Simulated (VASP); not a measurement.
## VASP 6.6.1 run: GaN

INCAR

```
LASPH = .TRUE.
LREAL = .FALSE.
NELM = 120
NSW = 0
EDIFF = 1E-7
IVDW = 20
GGA = PE
NBANDS = 16
ISIF = 2
LWAVE = .FALSE.
SIGMA = 0.02
IBRION = -1
LCHARG = .FALSE.
ENCUT = 520
ISMEAR = -1
PREC = Accurate
```

KPOINTS

```
KPOINTS created by Atomic Simulation Environment
0
Gamma
10 10 10
0 0 0
```

POSCAR

```
Ga N
 1.0000000000000000
     0.0000000000000000    2.0874300820000000    2.1300713252999999
     2.0874300820000000    0.0000000000000000    2.1300713252999999
     2.0874300820000000    2.0874300820000000    0.0000000000000000
 Ga  N
   1   1
Cartesian
  0.0000000000000000  0.0000000000000000  0.0000000000000000
  2.0874300820000000  2.0874300820000000  2.1300713252999994
```

The recommended PBE PAW datasets give the neutral cell 18 valence electrons.

Command

```
mpirun -np 1 vasp_std
```

OSZICAR

```
N       E                     dE             d eps       ncg     rms          rms(c)
DAV:   1     0.737109733348E+02    0.73711E+02   -0.92965E+03  3808   0.212E+03
DAV:   2    -0.870095423705E+01   -0.82412E+02   -0.76633E+02  3768   0.320E+02
DAV:   3    -0.129781948730E+02   -0.42772E+01   -0.42633E+01  3840   0.625E+01
DAV:   4    -0.130159899942E+02   -0.37795E-01   -0.37791E-01  4032   0.620E+00
DAV:   5    -0.130164331799E+02   -0.44319E-03   -0.44318E-03  4024   0.610E-01    0.741E+00
DAV:   6    -0.111917558424E+02    0.18247E+01   -0.43247E+00  4736   0.405E+01    0.239E+00
DAV:   7    -0.111844394188E+02    0.73164E-02   -0.23817E-01  3904   0.520E+00    0.158E+00
DAV:   8    -0.111715102723E+02    0.12929E-01   -0.30312E-02  3632   0.219E+00    0.506E-01
DAV:   9    -0.111697342919E+02    0.17760E-02   -0.67223E-03  4064   0.201E+00    0.113E-01
DAV:  10    -0.111697230284E+02    0.11264E-04   -0.56782E-04  3912   0.301E-01    0.155E-02
DAV:  11    -0.111697192278E+02    0.38006E-05   -0.42461E-05  3984   0.692E-02    0.119E-02
DAV:  12    -0.111697210509E+02   -0.18231E-05   -0.23156E-06  4048   0.280E-02    0.305E-03
DAV:  13    -0.111697210047E+02    0.46187E-07   -0.19887E-07  3616   0.421E-03
   1 F= -.11903327E+02 E0= -.11903327E+02  d E =-.988725E-09
```

Standard output (part)

```
POSCAR found type information on POSCAR GaN
 POSCAR found :  2 types and       2 ions
 LDA part: xc-table for (Slater+PW92), standard interpolation
 POSCAR, INCAR and KPOINTS ok, starting setup
 WAVECAR not read
 entering main loop
 augmentation electrons   18.0191166111467
 total        electrons   18.0191166111467
 augmentation electrons   49.6321735529486
 total        electrons   49.6321735529486
 augmentation electrons   8.76577375421556
 soft         electrons   9.25334337661621
 total        electrons   18.0191171308318
 translations:           3           3           3
```

From OUTCAR

```
k-points           NKPTS =    102   k-points in BZ     NKDIM =    102   number of bands    NBANDS=     16

   NELECT =      18.0000    total number of electrons

   dimension x,y,z NGX =    24 NGY =   24 NGZ =   24
   dimension x,y,z NGXF=    48 NGYF=   48 NGZF=   48

  energy-cutoff  :      520.00
  volume of cell :       18.56
      direct lattice vectors                 reciprocal lattice vectors
     0.000000000  2.087430082  2.130071325    -0.239528981  0.239528981  0.234733924
     2.087430082  0.000000000  2.130071325     0.239528981 -0.239528981  0.234733924
     2.087430082  2.087430082  0.000000000     0.239528981  0.239528981 -0.234733924

 k-points in reciprocal lattice and weights: KPOINTS created by Atomic Simulation Env
   0.00000000  0.00000000  0.00000000       0.001
   0.10000000  0.00000000  0.00000000       0.008
   0.20000000  0.00000000  0.00000000       0.008
   0.30000000  0.00000000  0.00000000       0.008
   0.40000000  0.00000000  0.00000000       0.008
   0.50000000  0.00000000  0.00000000       0.004
   0.10000000  0.10000000  0.00000000       0.002
   0.20000000  0.10000000  0.00000000       0.008
   ...

 E-fermi :   8.4474

 k-point     1 :       0.0000    0.0000    0.0000
  band No.  band energies     occupation
      1      -9.3661      2.00000
      2      -5.8816      2.00000
      3      -5.8702      2.00000
      4      -5.8702      2.00000
      5      -5.7896      2.00000
      6      -5.7608      2.00000
      7       7.5176      2.00000
      8       7.5176      2.00000
      9       7.6974      2.00000
     10      10.5430      0.00000
     11      22.8282      0.00000
     12      22.9905      0.00000
     13      22.9905      0.00000
     14      23.6124      0.00000
     15      24.2633      0.00000
     16      24.4651      0.00000

 k-point     2 :       0.1000    0.0000    0.0000
  band No.  band energies     occupation
      1      -9.1680      2.00000
      2      -5.8835      2.00000
      3      -5.8677      2.00000
      4      -5.8598      2.00000
      5      -5.8000      2.00000
      6      -5.7767      2.00000
      7       6.4038      2.00000
      8       7.5515      2.00000
      9       7.6576      2.00000
     10      11.4847      0.00000
     11      20.4819      0.00000
     12      21.9659      0.00000
     13      22.3761      0.00000
     14      23.8858      0.00000
     15      24.3147      0.00000
     16      24.3631      0.00000

 k-point     3 :       0.2000    0.0000    0.0000
  band No.  band energies     occupation
      1      -8.5937      2.00000
      2      -5.9055      2.00000
      3      -5.8980      2.00000
      4      -5.8810      2.00000
      5      -5.7732      2.00000
      6      -5.7692      2.00000
      7       4.3600      2.00000
      8       7.6498      2.00000
      9       7.6978      2.00000
     10      12.7456      0.00000
     11      18.4229      0.00000
     12      20.1834      0.00000
     13      20.6491      0.00000
     14      23.7810      0.00000
     15      25.2829      0.00000
     16      25.3201      0.00000

 ...

  Total       0.73702     0.73702     0.20672     0.00000    -0.00000    -0.00000
  in kB      63.61249    63.61249    17.84229     0.00000    -0.00000    -0.00000
  external pressure =       48.36 kB  Pullay stress =        0.00 kB

 POSITION                                       TOTAL-FORCE (eV/Angst)
 -----------------------------------------------------------------------------------
      0.00000      0.00000      0.00000         0.000000     -0.000000      0.000000
      2.08743      2.08743      2.13007        -0.000000      0.000000      0.000000
 -----------------------------------------------------------------------------------
    total drift:                                0.000000     -0.000000     -0.000000

  FREE ENERGIE OF THE ION-ELECTRON SYSTEM (eV)
  ---------------------------------------------------
  free  energy   TOTEN  =       -11.9033271222 eV

  energy  without entropy=      -11.9033271212  energy(sigma->0) =      -11.90332712
```

It converged. Results: gap between bands v and c on the k mesh 0.61 eV; least direct gap on the k mesh 2.85 eV; pressure 4.8 GPa. Band v is the last that the valence electrons fill when counted band by band, and c is the next.

For comparison, a separate PBE run of the intended cell, on usual settings and not on those above, gives a gap of 0.61 eV on its mesh and a pressure of 11.8 GPa.

The run above took about 21 s on one core of a shared host (Intel Xeon Platinum 8488C) and held 0.16 GiB at most.
